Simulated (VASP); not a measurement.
# Ba (P6/mmm) in VASP: a series of runs

The runs below take Ba through single point, relaxation of cell and atoms, with BLYP.

All numbers are computed with VASP 6.6.1; they aren't measurements. Logs are shortened: lines on timing, memory, paths and dates and some standing lists are left out, and cuts for length are marked.

**1. The crystal as given**

The structure is hexagonal, space group P6/mmm (No. 191). Conventional cell: a = 7.306 Å, b = 7.306 Å, c = 4.358 Å, α = 90.00°, β = 90.00°, γ = 120.00°. Around Ba (site symmetry 6/mmm) lie 2 Ba at 4.36 Å. Ba (site symmetry -6m2) has 5 Ba at 4.22 to 4.36 Å as nearest neighbours.

This isn't the form of Ba at room conditions, which is bcc.

**2. Single point, BLYP**

Contents of INCAR:

```
PREC = Accurate
ENCUT = 520
EDIFF = 1E-6
ISMEAR = -1
SIGMA = 0.1
LREAL = False
LASPH = True
NELM = 60
ALGO = Fast
ISIF = 2
LWAVE = False
LCHARG = False
GGA = B5
ALDAX = 1.0
AGGAX = 1.0
AGGAC = 1.0
ALDAC = 0.0
NBANDS = 22
```

Contents of KPOINTS:

```
Automatic mesh
0
Gamma
  7 7 10
```

Contents of POSCAR:

```
Ba
1.0
    7.3060245099      0.0000000000      0.0000000000
   -3.6530122549      6.3272028262      0.0000000000
    0.0000000000      0.0000000000      4.3583559264
Ba
3
Direct
    1.0000000000      1.0000000000      1.0000000000
    0.3333333333      0.6666666667      0.5000000000
    0.6666666667      0.3333333333      0.5000000000
```

Potentials or basis: VASP PAW PBE potentials, release 64 (Ba_sv).

The run is started by

```console
$ cat potpaw_PBE.64/Ba_sv/POTCAR > POTCAR
$ mpirun -np 1 vasp_std > vasp.out
```

OUTCAR:

```text
PREC = Accurate
   ENCUT = 520
   EDIFF = 1E-6
   ISMEAR = -1
   LREAL = False
   LASPH = True
   NELM = 60
   ISIF = 2
   GGA = B5

 ion  position               nearest neighbor table
   1  0.000  0.000  0.000-   2 4.75   3 4.75   2 4.75   3 4.75   2 4.75   2 4.75   3 4.75   3 4.75
                             3 4.75   3 4.75   2 4.75   2 4.75
   2  0.333  0.667  0.500-   3 4.22   3 4.22   3 4.22   1 4.75   1 4.75   1 4.75   1 4.75   1 4.75
                             1 4.75
   3  0.667  0.333  0.500-   2 4.22   2 4.22   2 4.22   1 4.75   1 4.75   1 4.75   1 4.75   1 4.75
                             1 4.75

  LATTYP: Found a hexagonal cell.
 ALAT       =     7.3060245099
 C/A-ratio  =     0.5965427464

  Lattice vectors:

 A1 = (   7.3060245099,   0.0000000000,   0.0000000000)
 A2 = (  -3.6530122549,   6.3272028262,   0.0000000000)
 A3 = (   0.0000000000,   0.0000000000,   4.3583559264)

Analysis of symmetry for initial positions (statically):
=====================================================================
 Subroutine PRICEL returns:
 Original cell was already a primitive cell.

 Routine SETGRP: Setting up the symmetry group for a
 hexagonal supercell.

 Subroutine GETGRP returns: Found 24 space group operations
 (whereof 24 operations were pure point group operations)
 out of a pool of 24 trial point group operations.

The static configuration has the point symmetry D_6h.

Analysis of symmetry for dynamics (positions and initial velocities):
=====================================================================
 Subroutine PRICEL returns:
 Original cell was already a primitive cell.

 Routine SETGRP: Setting up the symmetry group for a
 hexagonal supercell.

 Subroutine GETGRP returns: Found 24 space group operations
 (whereof 24 operations were pure point group operations)
 out of a pool of 24 trial point group operations.

The dynamic configuration has the point symmetry D_6h.

 Subroutine INISYM returns: Found 24 space group operations
 (whereof 24 operations are pure point group operations),
 and found     1 'primitive' translations

----------------------------------------------------------------------------------------

                                     Primitive cell

  volume of cell :     201.4724

  direct lattice vectors                    reciprocal lattice vectors
     7.306024510  0.000000000  0.000000000     0.136873343  0.079023862  0.000000000
    -3.653012255  6.327202826  0.000000000     0.000000000  0.158047723  0.000000000
     0.000000000  0.000000000  4.358355926     0.000000000  0.000000000  0.229444317

  length of vectors
     7.306024510  7.306024510  4.358355926     0.158047723  0.158047723  0.229444317

  position of ions in fractional coordinates (direct lattice)
     0.000000000  0.000000000  0.000000000
     0.333333333  0.666666667  0.500000000
     0.666666667  0.333333333  0.500000000

  ion indices of the primitive-cell ions
   primitive index   ion index
                 1           1
                 2           2
                 3           3

----------------------------------------------------------------------------------------

 KPOINTS: Automatic mesh

Automatic generation of k-mesh.
 Grid dimensions read from file:
 generate k-points for:    7    7   10

 Generating k-lattice:

  Cartesian coordinates                     Fractional coordinates (reciprocal lattice)
     0.019553335  0.011289123  0.000000000     0.142857143  0.000000000  0.000000000
     0.000000000  0.022578246  0.000000000     0.000000000  0.142857143  0.000000000
     0.000000000  0.000000000  0.022944432     0.000000000  0.000000000  0.100000000

  Length of vectors
     0.022578246  0.022578246  0.022944432

  Shift w.r.t. Gamma in fractional coordinates (k-lattice)
     0.000000000  0.000000000  0.000000000

 Subroutine IBZKPT returns following result:
 ===========================================

 Found     48 irreducible k-points:

 Following reciprocal coordinates:
            Coordinates               Weight
  0.000000  0.000000  0.000000      1.000000
  0.142857  0.000000  0.000000      6.000000
  0.285714  0.000000  0.000000      6.000000
  0.428571  0.000000  0.000000      6.000000
  0.142857  0.142857  0.000000      6.000000
  0.285714  0.142857  0.000000     12.000000
[... 16 lines left out ...]
  0.428571  0.142857  0.200000     12.000000
  0.285714  0.285714  0.200000     12.000000
 [... further k-points ...]
   k-points           NKPTS =     48   k-points in BZ     NKDIM =     48   number of bands    NBANDS=     22
   number of dos      NEDOS =    301   number of ions     NIONS =      3
   total plane-waves  NPLWV =  93312
   dimension x,y,z NGX =    54 NGY =   54 NGZ =   32
   dimension x,y,z NGXF=   108 NGYF=  108 NGZF=   64
   ions per type =               3
   NGX,Y,Z   is equivalent  to a cutoff of  12.29, 12.29, 12.21 a.u.
   NGXF,Y,Z  is equivalent  to a cutoff of  24.58, 24.58, 24.41 a.u.
 SYSTEM =  unknown system
   PREC   = accura    normal or accurate (medium, high low for compatibility)
   ISTART =      0    job   : 0-new  1-cont  2-samecut
   ICHARG =      2    charge: 1-file 2-atom 10-const
   ISPIN  =      1    spin polarized calculation?
   LNONCOLLINEAR =      F non collinear calculations
   LSORBIT =      F    spin-orbit coupling
   LASPH  =      T    aspherical Exc in radial PAW
   ENCUT  =  520.0 eV  38.22 Ry    6.18 a.u.  13.58 13.58  8.10*2*pi/ulx,y,z
   NELM   =     60;   NELMIN=  2; NELMDL= -5     # of ELM steps
   EDIFF  = 0.1E-05   stopping-criterion for ELM
   LREAL  =      F    real-space projection
   EDIFFG = 0.1E-04   stopping-criterion for IOM
   NSW    =      0    number of steps for IOM
   IBRION =     -1    ionic relax: 0-MD 1-quasi-New 2-CG
   NFREE  =      0    steps in history (QN), initial steepest desc. (CG)
   ISIF   =      2    stress and relaxation
   ISYM   =      2    0-nonsym 1-usesym 2-fastsym
   POTIM  = 0.5000    time-step for ionic-motion
   TEBEG  =    0.0;   TEEND  =   0.0 temperature during run
   PSTRESS=    0.0 pullay stress
   NELECT =      30.0000    total number of electrons
   NUPDOWN=      -1.0000    fix difference up-down
   EMIN   =  10.00;   EMAX   =-10.00  energy-range for DOS
   EFERMI =   0.00;   METHOD = LEGACY
   ISMEAR =    -1;   SIGMA  =   0.10  broadening in eV -4-tet -1-fermi 0-gaus
   EFERMI_NEDOS =   21; number of points for ismear=-14 and -15
   IALGO  =     68    algorithm
   IMIX   =      4    mixing-type and parameters
     AMIX     =   0.40;   BMIX     =  1.00
     AMIX_MAG =   1.60;   BMIX_MAG =  1.00
  volume/ion in A,a.u.               =      67.16       453.20
  Fermi-wavevector in a.u.,A,eV,Ry     =   0.867714  1.639742 10.244207  0.752928
  Thomas-Fermi vector in A             =   1.986288
   LORBIT       =      0    0 simple, 1 ext, 2 COOP (PROOUT), +10 PAW based schemes
   GGA     = B5    functional components
   LHFCALC =     F    Hartree Fock is set to
   AEXX    =    0.0000 exact exchange contribution
   IVDW    =     0    specifies the selected vdW correction
   LEPSILON=     F    determine dielectric tensor
   LRPA    =     F    only Hartree local field effects (RPA)
 non-spin polarized calculation
 RMM-DIIS sequential band-by-band and
  energy-cutoff  :      520.00
  volume of cell :      201.47
 maximum number of plane-waves:      5488
   NGX = 27   NGY = 27   NGZ = 17

 number of electron      30.0000003 magnetization

 Free energy of the ion-electron system (eV)
  ---------------------------------------------------
  ext. energy  EPLUGINS =         0.00000000
  ---------------------------------------------------
  free energy    TOTEN  =        -3.68215703 eV

  energy without entropy =       -3.48945155  energy(sigma->0) =       -3.58580429

 E-fermi :   1.9374     XC(G=0):  -6.7290

 val. band max:        1.9246869003   @ k =   0.0000   0.0000   0.4000
 cond. band min:       1.9486153993   @ k =   0.1429   0.0000   0.3000
 fundamental gap:      0.0239284990
 Fermi energy:         1.9374381536

 k-point     1 :       0.0000    0.0000    0.0000
  band No.  band energies     occupation
      1     -27.1554      2.00000
      2     -27.1127      2.00000
      3     -27.0733      2.00000
      4     -12.5144      2.00000
      5     -12.5144      2.00000
      6     -12.3684      2.00000
[... 14 lines left out ...]
     21       3.8432      0.00000
     22       3.8438      0.00000

 k-point     2 :       0.1429    0.0000    0.0000
  band No.  band energies     occupation
      1     -27.1534      2.00000
      2     -27.1145      2.00000
      3     -27.0736      2.00000
      4     -12.5308      2.00000
      5     -12.5164      2.00000
      6     -12.3466      2.00000
[... 14 lines left out ...]
     21       3.6856      0.00000
     22       3.9570      0.00000

 k-point     3 :       0.2857    0.0000    0.0000
  band No.  band energies     occupation
      1     -27.1479      2.00000
      2     -27.1194      2.00000
      3     -27.0743      2.00000
      4     -12.5585      2.00000
      5     -12.5025      2.00000
      6     -12.3028      2.00000
[... 14 lines left out ...]
     21       3.3274      0.00000
     22       3.9563      0.00000

 k-point     4 :       0.4286    0.0000    0.0000
  band No.  band energies     occupation
      1     -27.1414      2.00000
      2     -27.1254      2.00000
      3     -27.0749      2.00000
      4     -12.5760      2.00000
      5     -12.4634      2.00000
      6     -12.3405      2.00000
[... 14 lines left out ...]
     21       3.1822      0.00001
     22       3.8410      0.00000

 k-point     5 :       0.1429    0.1429    0.0000
  band No.  band energies     occupation
      1     -27.1496      2.00000
      2     -27.1179      2.00000
      3     -27.0741      2.00000
      4     -12.5459      2.00000
      5     -12.5154      2.00000
      6     -12.3114      2.00000
[... 14 lines left out ...]
     21       3.4251      0.00000
     22       4.0841      0.00000

 k-point     6 :       0.2857    0.1429    0.0000
  band No.  band energies     occupation
      1     -27.1433      2.00000
      2     -27.1236      2.00000
      3     -27.0748      2.00000
      4     -12.5608      2.00000
      5     -12.4909      2.00000
      6     -12.3233      2.00000
[... 14 lines left out ...]
     21       3.1669      0.00001
     22       4.0333      0.00000

 k-point     7 :       0.4286    0.1429    0.0000
  band No.  band energies     occupation
      1     -27.1386      2.00000
      2     -27.1279      2.00000
      3     -27.0751      2.00000
      4     -12.5673      2.00000
      5     -12.4562      2.00000
      6     -12.3775      2.00000
[... 324 lines left out ...]
      6     -12.3601      2.00000
[... 14 lines left out ...]
     21       3.3961      0.00000
     22       3.5950      0.00000

 k-point    21 :       0.1429    0.1429    0.2000
  band No.  band energies     occupation
      1     -27.1430      2.00000
      2     -27.1118      2.00000
      3     -27.0682      2.00000
      4     -12.5287      2.00000
      5     -12.4937      2.00000
      6     -12.3532      2.00000
[... 14 lines left out ...]
     21       3.5018      0.00000
     22       3.5050      0.00000

 k-point    22 :       0.2857    0.1429    0.2000
  band No.  band energies     occupation
      1     -27.1369      2.00000
      2     -27.1175      2.00000
      3     -27.0687      2.00000
      4     -12.5435      2.00000
      5     -12.4717      2.00000
      6     -12.3504      2.00000
[... 14 lines left out ...]
     21       3.4216      0.00000
     22       3.5001      0.00000

 k-point    23 :       0.4286    0.1429    0.2000
  band No.  band energies     occupation
      1     -27.1325      2.00000
      2     -27.1218      2.00000
      3     -27.0689      2.00000
      4     -12.5494      2.00000
      5     -12.4484      2.00000
      6     -12.3748      2.00000
[... 14 lines left out ...]
     21       3.3960      0.00000
     22       3.5075      0.00000

 k-point    24 :       0.2857    0.2857    0.2000
  band No.  band energies     occupation
      1     -27.1309      2.00000
      2     -27.1233      2.00000
      3     -27.0690      2.00000
      4     -12.5456      2.00000
      5     -12.4410      2.00000
      6     -12.3863      2.00000
[... 14 lines left out ...]
     21       3.2355      0.00000
     22       3.5930      0.00000

 [... further k-points ...]

------------------------ aborting loop because EDIFF is reached ----------------------------------------

  FORCE on cell =-STRESS in cart. coord.  units (eV):
  Direction    XX          YY          ZZ          XY          YZ          ZX
  --------------------------------------------------------------------------------------
  -------------------------------------------------------------------------------------
  Total        0.0863556      0.0863556      0.0828179      0.0000000      0.0000000      0.0000000
  in kB        0.6867293      0.6867293      0.6585962      0.0000000      0.0000000      0.0000000
  external PRESSURE =       0.6773516 kB  Pullay stress =       0.0000000 kB

 VOLUME and BASIS-vectors are now :
 -----------------------------------------------------------------------------
  energy-cutoff  :      520.00
  volume of cell :      201.47
      direct lattice vectors                 reciprocal lattice vectors
     7.306024510  0.000000000  0.000000000     0.136873343  0.079023862  0.000000000
    -3.653012255  6.327202826  0.000000000     0.000000000  0.158047723  0.000000000
     0.000000000  0.000000000  4.358355926     0.000000000  0.000000000  0.229444317

 POSITION                                       TOTAL-FORCE (eV/Angst)
 -----------------------------------------------------------------------------------
      0.00000      0.00000      0.00000         0.000000      0.000000      0.000000
     -0.00000      4.21814      2.17918        -0.000000      0.000000      0.000000
      3.65301      2.10907      2.17918         0.000000     -0.000000     -0.000000
 -----------------------------------------------------------------------------------
    total drift:                                0.000000      0.000000      0.000000

  FREE ENERGIE OF THE ION-ELECTRON SYSTEM (eV)
  ---------------------------------------------------
  free  energy   TOTEN  =        -3.6821570285 eV

  energy  without entropy=       -3.4894515468  energy(sigma->0) =       -3.58580429
```

It took 3 min on 1 thread of Intel Xeon Platinum 8488C (Sapphire Rapids), shared host; peak memory 0.37 GiB.

Results:

```yaml
Free_energy: -3.6822 eV
Pressure: 0.1 GPa
Band_gap_on_the_k_mesh: none (metal or under the smearing width)
```

Caveat: the PAW data sets were made with another functional, which shifts forces and pressure a little.

**3. Single point, BLYP**

Contents of INCAR:

```
AGGAC = 1.0
AGGAX = 1.0
ALDAC = 0.0
ALDAX = 1.0
ALGO = Normal
EDIFF = 1E-6
ENCUT = 520
GGA = B5
ISIF = 2
ISMEAR = -1
LASPH = True
LCHARG = False
LREAL = False
LWAVE = False
NBANDS = 22
NELM = 100
PREC = Accurate
SIGMA = 0.1
```

Contents of KPOINTS:

```
k-points
0
Gamma
  5 5 7
```

POSCAR is that of step 2.

Potentials or basis: VASP PAW PBE potentials, release 64 (Ba_sv).

The run is started by

```console
$ cat potpaw_PBE.64/Ba_sv/POTCAR > POTCAR
$ mpirun -np 1 vasp_std > vasp.out
```

Wall time 76 s (1 thread of Intel Xeon Platinum 8488C (Sapphire Rapids), shared host); peak memory 0.29 GiB.

It converged, with:

| Quantity | Value |
| --- | --- |
| Free energy | -3.6800 eV |
| Pressure | 0.1 GPa |
| Band gap on the k mesh | none (metal or under the smearing width) |

Levels at points of the mesh, in eV from the Fermi level:
| k point | band 11 | band 12 | band 13 | band 14 | band 15 | band 16 | band 17 | band 18 | band 19 | band 20 |
| --- | --- | --- | --- | --- | --- | --- | --- | --- | --- | --- |
| (0.00, 0.00, 0.00) | -14.11 | -14.09 | -2.66 | -0.32 | 0.47 | 0.47 | 0.48 | 0.50 | 0.50 | 1.31 |

Caveat: the PAW data sets were made with another functional, which shifts forces and pressure a little.

[end of part 1 of 2]
